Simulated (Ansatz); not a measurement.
## SiO₂: enthalpy against pressure

SiO₂, Fddd, a = 4.714 Å, b = 9.434 Å, c = 14.731 Å. This isn't the usual stable structure of the compound. Ansatz: r2SCAN, PAW, 500 eV, Γ-centred 6×6×6 mesh on 12 atoms, Gaussian smearing 0.02 eV; no spin polarisation. Cell and atoms are relaxed at each pressure, and no other structure is tried, so the rows at high pressure may lie past a change of phase. y is the enthalpy over the state at zero pressure; there V0 = 13.649 Å³/atom. The pressures are the targets, met within 0.02 GPa.

```tsv
P (GPa)	y (eV/atom)
-3.0	?
0.0	0.0000
3.0	0.2527
8.0	0.6618
15.0	1.2119
30.0	2.3157
```

Fit y = c1 P + c2 P² + c3 P³ to the other rows, say what c1 and c2 mean, and predict the missing value.

Least squares on the rows shown. y = 0.085146 P − 0.00031525 P² + 1.6686×10⁻⁶ P³. Since dH/dP = V, c1 is V0: 0.085146 eV/GPa × 160.2 = 13.640 Å³ against 13.649; c2 = −V0/(2B0) gives B0 = 135 GPa, where a Birch–Murnaghan fit to the volumes of the same runs (not shown) gives 129 GPa: a cubic over this range folds the higher terms into c2. At P = -3.0 the fit asked for gives -0.2583 eV/atom. The run gave -0.2586 eV/atom, so the fit is 0.0003 eV/atom too high, a small miss on the scale of the series.